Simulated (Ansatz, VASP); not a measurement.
**Ni in VASP and in Ansatz**

Contents of INCAR:

```
ALGO     = Normal         # electronic algorithm
EDIFF    = 1E-7           # SCF threshold, eV
ENCUT    = 520            # plane-wave cutoff, eV
GGA      = PE             # functional
ISIF     = 2              # what is computed and relaxed
ISMEAR   = 0              # smearing method
LASPH    = True           # aspherical terms in the spheres
LCHARG   = True           # write CHGCAR
LELF     = True           # ELF
LREAL    = False          # projectors in reciprocal space
LVHAR    = True         
LWAVE    = False          # write WAVECAR
NBANDS   = 11             # bands
NELM     = 100            # most SCF steps
PREC     = Accurate       # precision mode
SIGMA    = 1.0            # smearing width, eV
```

File KPOINTS:

```
k-points
0
Gamma
  15 15 15
```

File POSCAR:

```
Ni
1.0
    0.0000000000      1.7572466680      1.7572466680
    1.7572466680      0.0000000000      1.7572466680
    1.7572466680      1.7572466680      0.0000000000
Ni
1
Direct
    0.0000000000      0.0000000000      0.0000000000
```

Input for Ansatz:

```yaml
crystal:
  lattice:
    - [0.0, 1.757246668, 1.757246668]
    - [1.757246668, 0.0, 1.757246668]
    - [1.757246668, 1.757246668, 0.0]
  atoms:
    - { symbol: Ni, position: [0.0, 0.0, 0.0] }
hamiltonian:
  xc: pbe
  pseudopotentials:
    kind: paw
    azcp:
      Ni: "pseudopotentials/Ni.paw.azcp"
basis:
  ecutwfc: 420
  fft_grid_basis: typed
kpoints:
  mp_grid: { grid: [15, 15, 15], shift: [0, 0, 0] }
magnetization:
  spin_polarized: false
scf:
  occupations: { method: gaussian, width: 1.0 }
  lower_state_search: "off"
output:
  stress: true
```

Alike in both runs: task single point; functional PBE; k mesh 15 × 15 × 15; occupations gaussian, width 1 eV; no spin polarisation.

|  | VASP | Ansatz |
| --- | --- | --- |
| version | VASP 6.6.1 | Ansatz 0.2.0 |
| potentials or method | VASP PAW PBE potentials, release 64 (Ni) | plane waves (420 eV) with PAW, scalar-relativistic |
| plane-wave cutoff (eV) | 520 | 420 |
| valence electrons in the cell | 10 | 18 |

|  | VASP | Ansatz | Ansatz less VASP |
| --- | --- | --- | --- |
| pressure (GPa) | 4.3 | 4.3 | +0.04 |

With one functional, cell and mesh, what is left measures potentials, basis and numerics. The two sets of potentials don't hold the same shells in valence.

Caveats: the run has no spin polarisation, though such a crystal can be magnetic. Spin polarisation is off, so any magnetic state and its effect on volume and gap are missing.
